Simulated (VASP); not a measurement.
# ZnCu (Pm-3m) in VASP: single point with LDA

Aim: the single point of ZnCu with LDA.

Program: VASP 6.6.1. These are calculated values, not measurements. Logs are shortened: lines on timing, memory, paths and dates and some standing lists are left out, and cuts for length are marked.

### 1 Starting point

It takes space group Pm-3m (No. 221, cubic). The conventional cell has a = 2.945 Å, b = 2.945 Å, c = 2.945 Å, α = 90.00°, β = 90.00°, γ = 90.00°. Zn (site symmetry m-3m) has 8 Cu at 2.55 Å as nearest neighbours. Cu (site symmetry m-3m) has 8 Zn at 2.55 Å as nearest neighbours.

### 2 Single point, LDA

INCAR

```
SYSTEM = ZnCu
  PREC = Accurate
  ENCUT = 520
  EDIFF = 1E-7
  ISMEAR = 0
  SIGMA = 0.1
  LREAL = .False.
  LASPH = .True.
  NELM = 100
  ALGO = Normal
  ISIF = 2
  LWAVE = .False.
  LCHARG = .False.
  GGA = CA
  NBANDS = 18
```

KPOINTS

```
Automatic mesh
0
Gamma
  6 6 6
  0 0 0
```

POSCAR

```
ZnCu
1.0
    2.9450000000      0.0000000000      0.0000000000
    0.0000000000      2.9450000000      0.0000000000
    0.0000000000      0.0000000000      2.9450000000
Zn Cu
1 1
Direct
    0.5000000000      0.5000000000      0.5000000000
    0.0000000000      0.0000000000      0.0000000000
```

Potentials or basis: VASP PAW LDA potentials, release 64 (Zn, Cu).

The run is started by

```sh
$ cat potpaw_LDA.64/Zn/POTCAR potpaw_LDA.64/Cu/POTCAR > POTCAR
$ mpirun -np 1 vasp_std > vasp.out
```

OUTCAR:

```text
SYSTEM = ZnCu
   PREC = Accurate
   ENCUT = 520
   EDIFF = 1E-7
   ISMEAR = 0
   LREAL = .False.
   LASPH = .True.
   NELM = 100
   ISIF = 2
   GGA = CA

 ion  position               nearest neighbor table
   1  0.500  0.500  0.500-   2 2.55   2 2.55   2 2.55   2 2.55   2 2.55   2 2.55   2 2.55   2 2.55

   2  0.000  0.000  0.000-   1 2.55   1 2.55   1 2.55   1 2.55   1 2.55   1 2.55   1 2.55   1 2.55

  LATTYP: Found a simple cubic cell.
 ALAT       =     2.9450000000

  Lattice vectors:

 A1 = (   2.9450000000,   0.0000000000,   0.0000000000)
 A2 = (   0.0000000000,   2.9450000000,   0.0000000000)
 A3 = (   0.0000000000,   0.0000000000,   2.9450000000)

Analysis of symmetry for initial positions (statically):
=====================================================================
 Subroutine PRICEL returns:
 Original cell was already a primitive cell.

 Routine SETGRP: Setting up the symmetry group for a
 simple cubic supercell.

 Subroutine GETGRP returns: Found 48 space group operations
 (whereof 48 operations were pure point group operations)
 out of a pool of 48 trial point group operations.

The static configuration has the point symmetry O_h .

Analysis of symmetry for dynamics (positions and initial velocities):
=====================================================================
 Subroutine PRICEL returns:
 Original cell was already a primitive cell.

 Routine SETGRP: Setting up the symmetry group for a
 simple cubic supercell.

 Subroutine GETGRP returns: Found 48 space group operations
 (whereof 48 operations were pure point group operations)
 out of a pool of 48 trial point group operations.

The dynamic configuration has the point symmetry O_h .

 Subroutine INISYM returns: Found 48 space group operations
 (whereof 48 operations are pure point group operations),
 and found     1 'primitive' translations

----------------------------------------------------------------------------------------

                                     Primitive cell

  volume of cell :      25.5421

  direct lattice vectors                    reciprocal lattice vectors
     2.945000000  0.000000000  0.000000000     0.339558574  0.000000000  0.000000000
     0.000000000  2.945000000  0.000000000     0.000000000  0.339558574  0.000000000
     0.000000000  0.000000000  2.945000000     0.000000000  0.000000000  0.339558574

  length of vectors
     2.945000000  2.945000000  2.945000000     0.339558574  0.339558574  0.339558574

  position of ions in fractional coordinates (direct lattice)
     0.500000000  0.500000000  0.500000000
     0.000000000  0.000000000  0.000000000

  ion indices of the primitive-cell ions
   primitive index   ion index
                 1           1
                 2           2

----------------------------------------------------------------------------------------

 KPOINTS: Automatic mesh

Automatic generation of k-mesh.
 Grid dimensions read from file:
 generate k-points for:    6    6    6

 Generating k-lattice:

  Cartesian coordinates                     Fractional coordinates (reciprocal lattice)
     0.056593096  0.000000000  0.000000000     0.166666667  0.000000000  0.000000000
     0.000000000  0.056593096  0.000000000     0.000000000  0.166666667  0.000000000
     0.000000000  0.000000000  0.056593096     0.000000000  0.000000000  0.166666667

  Length of vectors
     0.056593096  0.056593096  0.056593096

  Shift w.r.t. Gamma in fractional coordinates (k-lattice)
     0.000000000  0.000000000  0.000000000

 Subroutine IBZKPT returns following result:
 ===========================================

 Found     20 irreducible k-points:

 Following reciprocal coordinates:
            Coordinates               Weight
  0.000000  0.000000  0.000000      1.000000
  0.166667  0.000000  0.000000      6.000000
  0.333333  0.000000  0.000000      6.000000
  0.500000  0.000000  0.000000      3.000000
  0.166667  0.166667  0.000000     12.000000
  0.333333  0.166667  0.000000     24.000000
[... 12 lines left out ...]
  0.500000  0.500000  0.333333      6.000000
  0.500000  0.500000  0.500000      1.000000
   k-points           NKPTS =     20   k-points in BZ     NKDIM =     20   number of bands    NBANDS=     18
   number of dos      NEDOS =    301   number of ions     NIONS =      2
   total plane-waves  NPLWV =  13824
   dimension x,y,z NGX =    24 NGY =   24 NGZ =   24
   dimension x,y,z NGXF=    48 NGYF=   48 NGZF=   48
   ions per type =               1   1
   NGX,Y,Z   is equivalent  to a cutoff of  13.55, 13.55, 13.55 a.u.
   NGXF,Y,Z  is equivalent  to a cutoff of  27.10, 27.10, 27.10 a.u.
 SYSTEM =  ZnCu
   PREC   = accura    normal or accurate (medium, high low for compatibility)
   ISTART =      0    job   : 0-new  1-cont  2-samecut
   ICHARG =      2    charge: 1-file 2-atom 10-const
   ISPIN  =      1    spin polarized calculation?
   LNONCOLLINEAR =      F non collinear calculations
   LSORBIT =      F    spin-orbit coupling
   LASPH  =      T    aspherical Exc in radial PAW
   ENCUT  =  520.0 eV  38.22 Ry    6.18 a.u.   5.48  5.48  5.48*2*pi/ulx,y,z
   NELM   =    100;   NELMIN=  2; NELMDL= -5     # of ELM steps
   EDIFF  = 0.1E-06   stopping-criterion for ELM
   LREAL  =      F    real-space projection
   EDIFFG = 0.1E-05   stopping-criterion for IOM
   NSW    =      0    number of steps for IOM
   IBRION =     -1    ionic relax: 0-MD 1-quasi-New 2-CG
   NFREE  =      0    steps in history (QN), initial steepest desc. (CG)
   ISIF   =      2    stress and relaxation
   ISYM   =      2    0-nonsym 1-usesym 2-fastsym
   POTIM  = 0.5000    time-step for ionic-motion
   TEBEG  =    0.0;   TEEND  =   0.0 temperature during run
   PSTRESS=    0.0 pullay stress
   NELECT =      23.0000    total number of electrons
   NUPDOWN=      -1.0000    fix difference up-down
   EMIN   =  10.00;   EMAX   =-10.00  energy-range for DOS
   EFERMI =   0.00;   METHOD = LEGACY
   ISMEAR =     0;   SIGMA  =   0.10  broadening in eV -4-tet -1-fermi 0-gaus
   EFERMI_NEDOS =   21; number of points for ismear=-14 and -15
   IALGO  =     38    algorithm
   IMIX   =      4    mixing-type and parameters
     AMIX     =   0.40;   BMIX     =  1.00
     AMIX_MAG =   1.60;   BMIX_MAG =  1.00
  volume/ion in A,a.u.               =      12.77        86.18
  Fermi-wavevector in a.u.,A,eV,Ry     =   1.580880  2.987429 34.003415  2.499180
  Thomas-Fermi vector in A             =   2.681040
   LORBIT       =      0    0 simple, 1 ext, 2 COOP (PROOUT), +10 PAW based schemes
   GGA     = CA    functional components
   LHFCALC =     F    Hartree Fock is set to
   AEXX    =    0.0000 exact exchange contribution
   IVDW    =     0    specifies the selected vdW correction
   LEPSILON=     F    determine dielectric tensor
   LRPA    =     F    only Hartree local field effects (RPA)
 non-spin polarized calculation
 Gauss-broadening in eV      SIGMA  =   0.10
  energy-cutoff  :      520.00
  volume of cell :       25.54
 maximum number of plane-waves:       700
 NGX is ok and might be reduce to    24
   NGX = 11   NGY = 11   NGZ = 11

 number of electron      23.0000000 magnetization

 Free energy of the ion-electron system (eV)
  ---------------------------------------------------
  ext. energy  EPLUGINS =         0.00000000
  ---------------------------------------------------
  free energy    TOTEN  =        -6.66054630 eV

  energy without entropy =       -6.65399023  energy(sigma->0) =       -6.65726827

 E-fermi :   5.2770     XC(G=0): -12.7608

 val. band max:        5.2016832663   @ k =   0.5000   0.3333   0.3333
 cond. band min:       5.3053201480   @ k =   0.3333   0.3333   0.0000
 fundamental gap:      0.1036368817
 Fermi energy:         5.2769765458

 k-point     1 :       0.0000    0.0000    0.0000
  band No.  band energies     occupation
      1      -5.0304      2.00000
      2      -2.5899      2.00000
      3      -2.5899      2.00000
      4      -1.9038      2.00000
      5      -1.9038      2.00000
      6      -1.9038      2.00000
[... 10 lines left out ...]
     17      17.4162      0.00000
     18      28.8505      0.00000

 k-point     2 :       0.1667    0.0000    0.0000
  band No.  band energies     occupation
      1      -4.5338      2.00000
      2      -2.5358      2.00000
      3      -2.4836      2.00000
      4      -1.9447      2.00000
      5      -1.9447      2.00000
      6      -1.8828      2.00000
[... 10 lines left out ...]
     17      21.0762      0.00000
     18      25.4057      0.00000

 k-point     3 :       0.3333    0.0000    0.0000
  band No.  band energies     occupation
      1      -3.2287      2.00000
      2      -2.4239      2.00000
      3      -2.1180      2.00000
      4      -2.0258      2.00000
      5      -2.0258      2.00000
      6      -1.8404      2.00000
[... 10 lines left out ...]
     17      21.0342      0.00000
     18      21.0342      0.00000

 k-point     4 :       0.5000    0.0000    0.0000
  band No.  band energies     occupation
      1      -2.5941      2.00000
      2      -2.3661      2.00000
      3      -2.0659      2.00000
      4      -2.0659      2.00000
      5      -1.8188      2.00000
      6      -0.8185      2.00000
[... 291 lines left out ...]
      4      -1.8773      2.00000
      5      -1.7426      2.00000
      6       0.6325      2.00000
[... 10 lines left out ...]
     17      16.0059      0.00000
     18      16.8308      0.00000

 k-point    19 :       0.5000    0.5000    0.3333
  band No.  band energies     occupation
      1      -2.5566      2.00000
      2      -2.4037      2.00000
      3      -2.4037      2.00000
      4      -1.8213      2.00000
      5      -1.6012      2.00000
      6       0.8447      2.00000
[... 10 lines left out ...]
     17      13.2352      0.00000
     18      13.8396      0.00000

 k-point    20 :       0.5000    0.5000    0.5000
  band No.  band energies     occupation
      1      -2.4787      2.00000
      2      -2.4787      2.00000
      3      -2.4787      2.00000
      4      -1.5983      2.00000
      5      -1.5983      2.00000
      6       0.9610      2.00000
[... 10 lines left out ...]
     17       9.8283      0.00000
     18      11.3327      0.00000

------------------------ aborting loop because EDIFF is reached ----------------------------------------

  FORCE on cell =-STRESS in cart. coord.  units (eV):
  Direction    XX          YY          ZZ          XY          YZ          ZX
  --------------------------------------------------------------------------------------
  -------------------------------------------------------------------------------------
  Total       -1.3460393     -1.3460393     -1.3460393     -0.0000000     -0.0000000     -0.0000000
  in kB      -84.4330424    -84.4330424    -84.4330424     -0.0000000     -0.0000000     -0.0000000
  external PRESSURE =     -84.4330424 kB  Pullay stress =       0.0000000 kB

 VOLUME and BASIS-vectors are now :
 -----------------------------------------------------------------------------
  energy-cutoff  :      520.00
  volume of cell :       25.54
      direct lattice vectors                 reciprocal lattice vectors
     2.945000000  0.000000000  0.000000000     0.339558574  0.000000000  0.000000000
     0.000000000  2.945000000  0.000000000     0.000000000  0.339558574  0.000000000
     0.000000000  0.000000000  2.945000000     0.000000000  0.000000000  0.339558574

 POSITION                                       TOTAL-FORCE (eV/Angst)
 -----------------------------------------------------------------------------------
      1.47250      1.47250      1.47250         0.000000      0.000000      0.000000
      0.00000      0.00000      0.00000         0.000000      0.000000      0.000000
 -----------------------------------------------------------------------------------
    total drift:                                0.000000      0.000000     -0.000000

  FREE ENERGIE OF THE ION-ELECTRON SYSTEM (eV)
  ---------------------------------------------------
  free  energy   TOTEN  =        -6.6605463011 eV

  energy  without entropy=       -6.6539902316  energy(sigma->0) =       -6.65726827
```

Run time: 8.1 s. Hardware: 1 thread of Intel Xeon Platinum 8175M at 2.50GHz (Skylake/Cascade Lake), shared host; peak memory 0.12 GiB.

What came out:

| Item | Value |
| --- | --- |
| Free energy | -6.6605 eV |
| Pressure | -8.4 GPa |
| Band gap on the k mesh | none (metal or under the smearing width) |
